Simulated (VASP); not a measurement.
Input of a VASP 6.6.1 run:

File POSCAR:

```
AgCl
1.0
    0.0000000000      2.7224909989      2.7224909989
    2.7224909989      0.0000000000      2.7224909989
    2.7224909989      2.7224909989      0.0000000000
  Ag              Cl
     1     1
Direct
     0.0000000000000000    0.0000000000000000    0.0000000000000000
     0.5000000000000000    0.5000000000000000    0.5000000000000000
```

File INCAR.step1:

```
  PREC = Accurate
  ENCUT = 600
  EDIFF = 1E-8
  ISMEAR = 0
  SIGMA = 0.03
  LREAL = F
  LASPH = T
  NELM = 80
  ALGO = Normal
  ISIF = 3
  LWAVE = F
  LCHARG = F
  GGA = PS
  IBRION = 2
  NSW = 40
  EDIFFG = -0.002
```

Contents of INCAR.step2:

```
  PREC = Accurate
  ENCUT = 600
  EDIFF = 1E-8
  ISMEAR = 0
  SIGMA = 0.03
  LREAL = F
  LASPH = T
  NELM = 80
  ALGO = Normal
  ISIF = 3
  LWAVE = F
  LCHARG = F
  GGA = PS
  IBRION = 6
  NFREE = 2
  POTIM = 0.015
  NSW = 1
```

The input KPOINTS:

```
regular mesh
0
Gamma
  8 8 8
```

Potentials or basis: VASP PAW PBE potentials, release 64 (Ag, Cl).

Command:

```sh
$ cat potpaw_PBE.64/Ag/POTCAR potpaw_PBE.64/Cl/POTCAR > POTCAR
$ cp INCAR.step1 INCAR
$ mpirun -np 1 vasp_std > vasp.out
$ cp CONTCAR POSCAR
$ cp INCAR.step2 INCAR
$ mpirun -np 1 vasp_std > vasp.out
```

Task: Predict the elastic constants C11, C12, C44.

Result: 78, 47, 5 GPa.

Task: What does it give for the Voigt bulk modulus?

Result: 57 GPa.

Task: What does it give for the highest phonon frequency at Γ, LO-TO splitting left out?

Result: 116 cm⁻¹.

Elastic tensor in Voigt notation (GPa, in the Cartesian axes of the cell as first typed):
```
78 47 47  0  0  0
47 78 47  0  0  0
47 47 78  0  0  0
 0  0  0  5  0  0
 0  0  0  0  5  0
 0  0  0  0  0  5
```

Caveat: the PAW data sets were made with another functional, which shifts forces and pressure a little.
